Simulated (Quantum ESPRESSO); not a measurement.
# La2O3 (P-3m1) in Quantum ESPRESSO: notebook

One crystal, La2O3, is run at these levels: PBE, LDA, PBEsol, WC; tasks: phonons, dielectric tensor.

Program: Quantum ESPRESSO 7.5. These are calculated values, not measurements. Logs are shortened: lines on timing, memory, paths and dates and some standing lists are left out, and cuts for length are marked.

### Step 1. Starting point

It takes space group P-3m1 (No. 164, trigonal). Conventional cell: a = 3.931 Å, b = 3.931 Å, c = 6.112 Å, α = 90.00°, β = 90.00°, γ = 120.00°. La (site symmetry 3m) is surrounded by 4 O at 2.36 to 2.44 Å. Around O (site symmetry -3m) lie 6 La at 2.72 Å. Around O (site symmetry 3m) lie 4 La at 2.36 to 2.44 Å.

The cell is a database's computed one.

### Step 2. Phonons, PBE

Input file pw.in:

```
&CONTROL
  calculation = 'scf'
  prefix = 'pwscf'
  outdir = './tmp'
  pseudo_dir = './pseudo'
  tprnfor = .true.
  tstress = .true.
  disk_io = 'low'
/
&SYSTEM
  ibrav = 0
  celldm(1) = 8
  nat = 5
  ntyp = 2
  ecutwfc = 45
  ecutrho = 360
  nbnd = 28
  occupations = 'smearing'
  smearing = 'fd'
  degauss = 0.00367493
/
&ELECTRONS
  conv_thr = 1d-09
  electron_maxstep = 120
  mixing_beta = 0.5
/
ATOMIC_SPECIES
La   138.9055 la_pbe_v1.uspp.F.UPF
O     15.9990 o_pbe_v1.2.uspp.F.UPF
CELL_PARAMETERS alat
  0.9285117057697   0.0000000000000   0.0000000000000
 -0.4642558528849   0.8041147249121   0.0000000000000
  0.0000000000000   0.0000000000000   1.4437397799053
ATOMIC_POSITIONS crystal
La     0.3333333333    0.6666666667    0.2462356800
La     0.6666666667    0.3333333333    0.7537643200
O      0.0000000000    0.0000000000    0.0000000000
O      0.3333333333    0.6666666667    0.6458906500
O      0.6666666667    0.3333333333    0.3541093500
K_POINTS automatic
4 4 4 0 0 1
```

Input file relax.in:

```
&CONTROL
  calculation = 'vc-relax'
  prefix = 'pwscf'
  outdir = './tmp'
  pseudo_dir = './pseudo'
  tprnfor = .true.
  tstress = .true.
  disk_io = 'low'
  nstep = 40
  forc_conv_thr = 0.0001
  etot_conv_thr = 1d-06
/
&SYSTEM
  ibrav = 0
  celldm(1) = 8
  nat = 5
  ntyp = 2
  ecutwfc = 45
  ecutrho = 360
  nbnd = 28
  occupations = 'smearing'
  smearing = 'fd'
  degauss = 0.00367493
/
&ELECTRONS
  conv_thr = 1d-09
  electron_maxstep = 120
  mixing_beta = 0.5
/
&IONS
  ion_dynamics = 'bfgs'
/
&CELL
  cell_dynamics = 'bfgs'
  press = 0
  press_conv_thr = 0.2
/
ATOMIC_SPECIES
La   138.9055 la_pbe_v1.uspp.F.UPF
O     15.9990 o_pbe_v1.2.uspp.F.UPF
CELL_PARAMETERS alat
  0.9285117057697   0.0000000000000   0.0000000000000
 -0.4642558528849   0.8041147249121   0.0000000000000
  0.0000000000000   0.0000000000000   1.4437397799053
ATOMIC_POSITIONS crystal
La     0.3333333333    0.6666666667    0.2462356800
La     0.6666666667    0.3333333333    0.7537643200
O      0.0000000000    0.0000000000    0.0000000000
O      0.3333333333    0.6666666667    0.6458906500
O      0.6666666667    0.3333333333    0.3541093500
K_POINTS automatic
4 4 4 0 0 1
```

Input file scf2.in:

```
&CONTROL
  calculation = 'scf'
  prefix = 'pwscf'
  outdir = './tmp'
  pseudo_dir = './pseudo'
  tprnfor = .true.
  tstress = .true.
  disk_io = 'low'
/
&SYSTEM
  ibrav = 0
  celldm(1) = 8
  nat = 5
  ntyp = 2
  ecutwfc = 45
  ecutrho = 360
  nbnd = 28
  occupations = 'fixed'
/
&ELECTRONS
  conv_thr = 1d-13
  electron_maxstep = 120
  mixing_beta = 0.5
  startingpot = 'file'
  startingwfc = 'file'
/
ATOMIC_SPECIES
La   138.9055 la_pbe_v1.uspp.F.UPF
O     15.9990 o_pbe_v1.2.uspp.F.UPF
CELL_PARAMETERS alat
  0.9315205397988  -0.0000000000000   0.0000000000000
 -0.4657602698994   0.8067204516128   0.0000000000000
  0.0000000000000   0.0000000000000   1.4628172023491
ATOMIC_POSITIONS crystal
La     0.3333333333    0.6666666667    0.2473935267
La     0.6666666666    0.3333333334    0.7526064733
O      0.0000000000    0.0000000000    0.0000000000
O      0.3333333333    0.6666666667    0.6452338239
O      0.6666666666    0.3333333334    0.3547661761
K_POINTS automatic
4 4 4 0 0 1
```

Input file ph.in:

```
phonons of La2O3
&INPUTPH
  prefix = 'pwscf'
  outdir = './tmp'
  tr2_ph = 1d-18
  fildyn = 'dyn'
  niter_ph = 90
  alpha_mix(1) = 0.7
  epsil = .true.
/
0.0000000000 0.0000000000 0.0000000000
```

Input file dynmat.in:

```
&INPUT
  fildyn = 'dyn'
  asr = 'crystal'
  lperm = .true.
  filout = 'dynmat.disp'
  fileig = 'dynmat.eig'
/
```

Input file dynmat_lo.in:

```
&INPUT
  fildyn = 'dyn'
  asr = 'crystal'
  filout = 'dynmat_lo.disp'
  fileig = 'dynmat_lo.eig'
  q(1) = 0
  q(2) = 0
  q(3) = 1
/
```

Potentials or basis: GBRV 1.5 PBE.

Command:

```
OMP_NUM_THREADS=1 pw.x -in pw.in > pw.out
OMP_NUM_THREADS=1 pw.x -in relax.in > relax.out
OMP_NUM_THREADS=1 pw.x -in scf2.in > scf2.out
OMP_NUM_THREADS=1 ph.x -in ph.in > ph.out
OMP_NUM_THREADS=1 dynmat.x -in dynmat.in > dynmat.out
OMP_NUM_THREADS=1 dynmat.x -in dynmat_lo.in > dynmat_lo.out
```

pw.out:

```text
This program is part of the open-source Quantum ESPRESSO suite
     for quantum simulation of materials; please cite
[... 9 lines left out ...]
     --------------------
     sticks:   dense  smooth     PW     G-vecs:    dense   smooth      PW
     Sum        1369     673    199                63669    22501    3561

     Using Slab Decomposition

     bravais-lattice index     =            0
     lattice parameter (alat)  =       8.0000  a.u.
     unit-cell volume          =     551.9049 (a.u.)^3
     number of atoms/cell      =            5
     number of atomic types    =            2
     number of electrons       =        40.00
     number of Kohn-Sham states=           28
     kinetic-energy cutoff     =      45.0000  Ry
     charge density cutoff     =     360.0000  Ry
     scf convergence threshold =      1.0E-09
     mixing beta               =       0.5000
     number of iterations used =            8  plain     mixing
     Exchange-correlation= SLA  PW   PBE  PBE
                           (   1   4   3   4   0   0   0)

     celldm(1)=   8.000000  celldm(2)=   0.000000  celldm(3)=   0.000000
     celldm(4)=   0.000000  celldm(5)=   0.000000  celldm(6)=   0.000000

     crystal axes: (cart. coord. in units of alat)
               a(1) = (   0.928512   0.000000   0.000000 )
               a(2) = (  -0.464256   0.804115   0.000000 )
               a(3) = (   0.000000   0.000000   1.443740 )

     reciprocal axes: (cart. coord. in units 2 pi/alat)
               b(1) = (  1.076992  0.621802 -0.000000 )
               b(2) = (  0.000000  1.243604  0.000000 )
               b(3) = (  0.000000 -0.000000  0.692646 )

     PseudoPot. # 1 for La read from file:
     la_pbe_v1.uspp.F.UPF
     Pseudo is Ultrasoft + core correction, Zval = 11.0
     Generated by new atomic code, or converted to UPF format
     Using radial grid of  995 points,  8 beta functions with:
                l(1) =   0
                l(2) =   0
                l(3) =   1
                l(4) =   1
                l(5) =   2
                l(6) =   2
                l(7) =   3
                l(8) =   3
     Q(r) pseudized with  8 coefficients,  rinner =    1.700   1.700   1.700
                                                       1.700   1.700   1.700
                                                       1.700

     PseudoPot. # 2 for O  read from file:
     o_pbe_v1.2.uspp.F.UPF
     Pseudo is Ultrasoft + core correction, Zval =  6.0
     Generated by new atomic code, or converted to UPF format
     Using radial grid of  737 points,  5 beta functions with:
                l(1) =   0
                l(2) =   0
                l(3) =   1
                l(4) =   1
                l(5) =   2
     Q(r) pseudized with  8 coefficients,  rinner =    0.900   0.900   0.900
                                                       0.900   0.900

     atomic species   valence    mass     pseudopotential
     La               11.00   138.90550     La( 1.00)
     O                 6.00    15.99900     O ( 1.00)

     12 Sym. Ops., with inversion, found

   Cartesian axes

     site n.     atom                  positions (alat units)
         1        La     tau(   1) = (  -0.0000000   0.5360765   0.3555002  )
         2        La     tau(   2) = (   0.4642559   0.2680382   1.0882395  )
         3        O      tau(   3) = (   0.0000000   0.0000000   0.0000000  )
         4        O      tau(   4) = (  -0.0000000   0.5360765   0.9324980  )
         5        O      tau(   5) = (   0.4642559   0.2680382   0.5112418  )

     number of k points=    10  Fermi-Dirac smearing, width (Ry)=  0.0037
                       cart. coord. in units 2pi/alat
        k(    1) = (   0.0000000   0.0000000   0.0865807), wk =   0.0625000
        k(    2) = (   0.0000000   0.0000000   0.2597421), wk =   0.0625000
        k(    3) = (   0.0000000   0.3109009   0.0865807), wk =   0.1875000
        k(    4) = (   0.0000000   0.3109009   0.2597421), wk =   0.1875000
        k(    5) = (   0.0000000  -0.6218018   0.0865807), wk =   0.1875000
        k(    6) = (   0.0000000  -0.6218018   0.2597421), wk =   0.1875000
        k(    7) = (   0.2692481   0.4663514   0.0865807), wk =   0.3750000
        k(    8) = (   0.2692481   0.4663514   0.2597421), wk =   0.3750000
        k(    9) = (   0.0000000   0.3109009  -0.0865807), wk =   0.1875000
        k(   10) = (   0.0000000   0.3109009  -0.2597421), wk =   0.1875000

     Dense  grid:    63669 G-vectors     FFT dimensions: (  45,  45,  72)

     Smooth grid:    22501 G-vectors     FFT dimensions: (  32,  32,  50)

     Check: negative core charge=   -0.000002

     Initial potential from superposition of free atoms

     starting charge      39.9359, renormalised to      40.0000

     negative rho (up, down):  1.386E-01 0.000E+00
     Starting wfcs are   52 randomized atomic wfcs

     Self-consistent Calculation

     iteration #  1     ecut=    45.00 Ry     beta= 0.50
     Davidson diagonalization with overlap
     ethr =  1.00E-02,  avg # of iterations =  2.0

     negative rho (up, down):  1.373E-01 0.000E+00

     total energy              =    -302.11095808 Ry
     estimated scf accuracy    <       1.82081711 Ry

     iteration #  2     ecut=    45.00 Ry     beta= 0.50
     Davidson diagonalization with overlap
     ethr =  4.55E-03,  avg # of iterations =  4.0

     negative rho (up, down):  1.039E-01 0.000E+00

     total energy              =    -302.49154412 Ry
     estimated scf accuracy    <       1.83157039 Ry
[... 43 lines left out ...]
     total energy              =    -302.84756026 Ry
     estimated scf accuracy    <       0.00387242 Ry

     iteration #  8     ecut=    45.00 Ry     beta= 0.50
     Davidson diagonalization with overlap
     ethr =  9.68E-06,  avg # of iterations =  2.8

     negative rho (up, down):  9.833E-02 0.000E+00

     total energy              =    -302.84847340 Ry
     estimated scf accuracy    <       0.00003228 Ry

     iteration #  9     ecut=    45.00 Ry     beta= 0.50
     Davidson diagonalization with overlap
     c_bands:  1 eigenvalues not converged
     ethr =  8.07E-08,  avg # of iterations = 12.0

     negative rho (up, down):  9.907E-02 0.000E+00

     total energy              =    -302.84850725 Ry
     estimated scf accuracy    <       0.00040716 Ry

     iteration # 10     ecut=    45.00 Ry     beta= 0.50
     Davidson diagonalization with overlap
     ethr =  8.07E-08,  avg # of iterations =  4.5

     negative rho (up, down):  9.929E-02 0.000E+00

     total energy              =    -302.84853114 Ry
     estimated scf accuracy    <       0.00005316 Ry

     iteration # 11     ecut=    45.00 Ry     beta= 0.50
     Davidson diagonalization with overlap
     ethr =  8.07E-08,  avg # of iterations =  1.6
[... 24 lines left out ...]
     iteration # 14     ecut=    45.00 Ry     beta= 0.50
     Davidson diagonalization with overlap
     ethr =  4.64E-10,  avg # of iterations =  1.2

     negative rho (up, down):  9.950E-02 0.000E+00

     total energy              =    -302.84852954 Ry
     estimated scf accuracy    <       0.00000013 Ry

     iteration # 15     ecut=    45.00 Ry     beta= 0.50
     Davidson diagonalization with overlap
     ethr =  3.31E-10,  avg # of iterations =  2.5

     negative rho (up, down):  9.949E-02 0.000E+00

     End of self-consistent calculation

          k = 0.0000 0.0000 0.0866 (  2797 PWs)   bands (ev):

   -19.9660 -19.7421  -6.9856  -5.7377  -5.3378  -3.3862  -3.3862  -3.1690
    -3.1690  -3.0295  -2.2951   7.4387   7.4387   7.6897   7.8046   7.8046
     8.4032   9.5523   9.5523   9.7178  14.3427  14.5946  14.5946  15.1741
    15.3709  15.4533  15.4534  15.7471

          k = 0.0000 0.0000 0.2597 (  2802 PWs)   bands (ev):

   -19.9036 -19.8077  -6.8475  -5.7627  -5.5487  -3.3340  -3.3340  -3.2226
    -3.2226  -2.8706  -2.3135   7.2272   7.2272   7.3534   7.9942   7.9942
     8.8045   9.2696   9.6205   9.6205  14.6153  14.7142  14.7142  15.1009
    15.4614  15.4622  15.5494  15.6136

          k = 0.0000 0.3109 0.0866 (  2806 PWs)   bands (ev):

   -19.8737 -19.7053  -7.1029  -6.6374  -5.5729  -3.5723  -3.4337  -3.2598
    -3.1998  -2.4541  -1.9782   7.4384   7.9275   8.0240   8.1724   8.1961
     8.7339   9.3491   9.4501   9.5754  14.3335  14.5707  15.0135  15.2611
    15.3520  15.4403  15.4896  15.6055

          k = 0.0000 0.3109 0.2597 (  2812 PWs)   bands (ev):

   -19.8268 -19.7537  -7.1481  -6.6818  -5.3740  -3.5761  -3.4726  -3.3661
    -3.2505  -2.3928  -1.9008   7.5167   7.5904   7.8218   8.0978   8.3439
     8.5307   9.3218   9.5472   9.7766  14.5016  14.6796  14.9905  15.1553
    15.3864  15.4074  15.5052  15.5585

          k = 0.0000-0.6218 0.0866 (  2806 PWs)   bands (ev):

   -19.7595 -19.6872  -7.3800  -7.2465  -5.4089  -3.9437  -3.7454  -3.3474
    -3.2483  -1.9567  -1.6598   7.5168   7.9633   7.9982   8.6751   9.0657
     9.2040   9.3232   9.5153   9.6255  13.8782  14.7500  15.2281  15.2446
    15.3484  15.4134  15.4270  15.4973

          k = 0.0000-0.6218 0.2597 (  2814 PWs)   bands (ev):

   -19.7391 -19.7071  -7.5113  -7.2288  -5.2970  -3.6347  -3.5890  -3.4692
    -3.4092  -2.2725  -1.4682   7.0074   7.8153   8.2757   8.8668   8.8737
     8.9555   9.2792   9.5461   9.8602  14.2696  14.6887  15.1444  15.2835
    15.3305  15.3835  15.4497  15.4736

          k = 0.2692 0.4664 0.0866 (  2817 PWs)   bands (ev):

   -19.7610 -19.6859  -7.3184  -7.1606  -5.7586  -3.8864  -3.6321  -3.4752
    -3.0814  -2.0017  -1.5923   7.8141   8.0838   8.2525   8.4046   8.7432
     9.0187   9.3152   9.4715   9.6369  13.9941  14.6368  14.9606  15.2116
    15.3895  15.4232  15.4518  15.5446

          k = 0.2692 0.4664 0.2597 (  2816 PWs)   bands (ev):

   -19.7396 -19.7069  -7.3812  -7.2263  -5.6422  -3.8129  -3.6457  -3.3781
    -3.0234  -1.9781  -1.7698   7.5018   7.8020   8.0913   8.3498   8.6361
     9.2374   9.3322   9.5853   9.8696  14.3070  14.7876  14.8170  15.2584
    15.3387  15.3935  15.4808  15.5230

          k = 0.0000 0.3109-0.0866 (  2806 PWs)   bands (ev):

   -19.8734 -19.7057  -7.0951  -6.5660  -5.7490  -3.5851  -3.2449  -3.2395
    -3.0346  -2.6917  -2.0050   7.3927   7.7142   8.0411   8.1148   8.4143
     8.6844   9.2199   9.5975   9.7872  14.0862  14.8720  14.9122  15.3255
    15.3493  15.4262  15.5832  15.5924

          k = 0.0000 0.3109-0.2597 (  2812 PWs)   bands (ev):

   -19.8261 -19.7545  -7.1372  -6.6350  -5.5433  -3.5039  -3.3985  -3.3327
    -3.1062  -2.5808  -1.9252   7.3993   7.6469   7.7558   8.0446   8.2756
     8.6113   9.4961   9.6128   9.7919  14.2958  14.9008  15.0248  15.0945
    15.3907  15.4127  15.5084  15.5456

     the Fermi energy is    11.6580 ev

!    total energy              =    -302.84852956 Ry
     estimated scf accuracy    <          9.5E-10 Ry
     smearing contrib. (-TS)   =      -0.00000000 Ry
     internal energy E=F+TS    =    -302.84852956 Ry

     The total energy is F=E-TS. E is the sum of the following terms:
     one-electron contribution =     -25.64484125 Ry
     hartree contribution      =      39.48029142 Ry
     xc contribution           =    -120.85107189 Ry
     ewald contribution        =    -195.83290784 Ry

     convergence has been achieved in  15 iterations

     negative rho (up, down):  9.949E-02 0.000E+00

     Forces acting on atoms (cartesian axes, Ry/au):

     atom    1 type  1   force =     0.00000000    0.00000000   -0.00124530
     atom    2 type  1   force =     0.00000000    0.00000000    0.00124530
     atom    3 type  2   force =     0.00000000    0.00000000    0.00000000
     atom    4 type  2   force =    -0.00000000    0.00000000    0.00009358
     atom    5 type  2   force =     0.00000000    0.00000000   -0.00009358

     Total force =     0.001766     Total SCF correction =     0.000007

     Computing stress (Cartesian axis) and pressure

     negative rho (up, down):  9.949E-02 0.000E+00
          total   stress  (Ry/bohr**3)                   (kbar)     P=       21.99
   0.00014548   0.00000000  -0.00000000           21.40        0.00       -0.00
   0.00000000   0.00014548  -0.00000000            0.00       21.40       -0.00
   0.00000000   0.00000000   0.00015747            0.00        0.00       23.17

=------------------------------------------------------------------------------=
   JOB DONE.
=------------------------------------------------------------------------------=
```

It took 51 min on 1 thread of AMD EPYC (Zen 3), shared host; peak memory 0.68 GiB.

Results:

```
Free energy                                             : -4120.4758 eV
Relaxed volume                                          : 16.68 Å³/atom
Relaxed cell                                            : a = 3.944 Å, b = 3.944 Å, c = 6.193 Å, α = 90.00°, β = 90.00°, γ = 120.00°
Space group after relaxing (to 0.05 Å)                  : P-3m1 (No. 164)
Pressure after relaxing                                 : 0.0 GPa
Electronic dielectric tensor (diagonal)                 : 4.79, 4.79, 4.66
Born charges (mean of the diagonal)                     : La +4.07; O -2.66, -2.75 e
Highest phonon frequency at Γ, LO-TO splitting left out : 427 cm⁻¹
Static dielectric tensor (diagonal)                     : 30.02, 30.02, 30.22
```

The path:
| step | energy change (eV) | largest force (eV/Å) | pressure (GPa) | volume (Å³) |
| --- | --- | --- | --- | --- |
| 1 | 0.0000 | 0.0320 | 2.20 | 81.78 |
| 2 | -0.0082 | 0.0659 | 0.68 | 82.70 |
| 3 | -0.0098 | 0.0674 | 0.03 | 83.17 |
| 4 | -0.0102 | 0.0375 | -0.12 | 83.33 |
| 5 | -0.0106 | 0.0250 | -0.12 | 83.42 |
| 6 | -0.0108 | 0.0285 | -0.05 | 83.41 |
| 7 | -0.0109 | 0.0228 | 0.03 | 83.39 |
| 8 | -0.0110 | 0.0132 | 0.04 | 83.38 |
| 9 | -0.0110 | 0.0066 | 0.01 | 83.39 |
| 10 | -0.0110 | 0.0063 | 0.00 | 83.40 |
| 11 | -0.0110 | 0.0047 | -0.01 | 83.40 |
| 12 | -0.0110 | 0.0016 | -0.01 | 83.40 |

Final structure:
```
CELL_PARAMETERS angstrom
3.94352 0.00000 0.00000
-1.97176 3.41518 0.00000
0.00000 0.00000 6.19272
ATOMIC_POSITIONS crystal
La 0.33333 0.66667 0.24739
La 0.66667 0.33333 0.75261
O 0.00000 0.00000 0.00000
O 0.33333 0.66667 0.64523
O 0.66667 0.33333 0.35477
```

Levels at points of the mesh, in eV from the valence-band top:
```tsv
k point	band 16	band 17	band 18	band 19	band 20	band 21	band 22	band 23	band 24	band 25
(0.00, 0.00, 0.12)	-2.02	-1.43	-0.28	-0.28	-0.12	4.41	4.74	4.74	5.18	5.41
```

Phonon frequencies in cm⁻¹ (negative: imaginary):
| q point | frequencies |
| --- | --- |
| (0.000, 0.000, 0.000) | -1 2 2 98 98 166 166 175 181 347 347 382 382 382 427 |

Electronic dielectric tensor:
```
4.79 0.00 0.00
0.00 4.79 0.00
0.00 0.00 4.66
```

Born effective charge tensors (e):
atom 1, La
```
4.20 0.00 0.00
0.00 4.20 0.00
0.00 0.00 3.81
```
atom 2, La
```
4.20 0.00 0.00
0.00 4.20 0.00
0.00 0.00 3.81
```
atom 3, O
```
-2.70  0.00  0.00
 0.00 -2.70  0.00
 0.00  0.00 -2.59
```
atom 4, O
```
-2.87  0.00  0.00
 0.00 -2.87  0.00
 0.00  0.00 -2.52
```
atom 5, O
```
-2.87  0.00  0.00
 0.00 -2.87  0.00
 0.00  0.00 -2.52
```

Optical modes at Γ, degenerate ones joined, polar ones without the macroscopic field:
```
cm⁻¹  components  symmetry  active in  IR intensity, summed ((D/Å)²/amu)
  98           2        Eg      Raman                               0.00
 166           2        Eu         IR                              46.48
 175           1       A2u         IR                              30.36
 181           1       A1g      Raman                               0.00
 347           2        Eu         IR                              33.38
 382           1       A1g      Raman                               0.00
 382           2        Eg      Raman                               0.00
 427           1       A2u         IR                               2.35
```

Zone-centre frequencies without and with the macroscopic field along z (cm⁻¹):
|  | optical modes in rising order |
| --- | --- |
| without | 98 98 166 166 175 181 347 347 382 382 382 427 |
| with the field | 98 98 166 166 181 347 347 382 382 382 387 493 |

Static dielectric tensor, electrons and zone-centre modes:
```
30.02  0.00  0.00
 0.00 30.02  0.00
 0.00  0.00 30.22
```

Caveat: the k mesh is coarse (spacing up to 0.46 Å⁻¹), so the values aren't converged. Spin-orbit coupling is left out, which matters for the levels of La.

(Part 1 of 3 ends here.)
